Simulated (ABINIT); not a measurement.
NaF (Villiaumite):

```
Na F
1.0
     0.00000    2.32000    2.32000
     2.32000    0.00000    2.32000
     2.32000    2.32000    0.00000
Na F
1 1
Direct
  0.00000 0.00000 0.00000
  0.50000 0.50000 0.50000
```

Base run:

```yaml
Program: ABINIT 10.8.3 (patched build)
Functional: r2SCAN
Potentials_or_basis: PseudoDojo NC SR PBE v0.4.1 standard
Cutoff: 1442 eV
k_mesh: 10 × 10 × 10
Occupations: fermi-dirac, width 0.05 eV
Spin: no spin polarisation
```

Its results: band gap on the k mesh 6.96 eV, direct; pressure -1.4 GPa.

Question: The run is repeated on the same cell with these changes: potentials or basis from PseudoDojo NC SR PBE v0.4.1 standard to Ansatz NC r2SCAN; cutoff from 1442 eV to 1497 eV. What comes out?

Answer: Band gap on the k mesh 7.14 eV, direct; pressure -1.6 GPa.

Caveats: a meta-GGA on potentials with a model core is unreliable (some runs); the potentials were made for another functional, which shifts forces and pressure (some runs).

A k mesh can miss the band edges.
